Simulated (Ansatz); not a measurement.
Crystal: KI.

```
I K
1.0
     0.00000    3.53277    3.53277
     3.53277    0.00000    3.53277
     3.53277    3.53277    0.00000
I K
1 1
Direct
  0.50000 0.50000 0.50000
  0.00000 0.00000 0.00000
```

* Program: Ansatz 0.2.0
* Task: relaxation of cell and atoms
* Functional: revPBE
* Potentials or basis: all-electron LAPW, scalar-relativistic
* Basis error allowed: 0.001 eV/atom
* k mesh: 7 × 7 × 7
* Occupations: fermi-dirac, width 0.05 eV
* Spin: no spin polarisation

At the start: volume 44.09 Å³/atom.

Problem. Where does the relaxation end?

Solution. Over 5 steps the energy falls by 27.0 meV/atom and the volume is 50.38 Å³/atom (+14.3 %); space group Fm-3m (No. 225, to 0.05 Å).

The path:
```
step  energy change (eV)  largest force (eV/Å)  volume (Å³)
   1              0.0000                0.0000        88.18
   2             -0.0332                0.0000        92.67
   3             -0.0531                0.0000        99.22
   4             -0.0539                0.0000       100.75
   5             -0.0539                0.0000       100.75
```

Final structure:
```
I K
1.0
     0.00000    3.69324    3.69324
     3.69324    0.00000    3.69324
     3.69324    3.69324    0.00000
I K
1 1
Direct
  0.50000 0.50000 0.50000
  0.00000 0.00000 0.00000
```
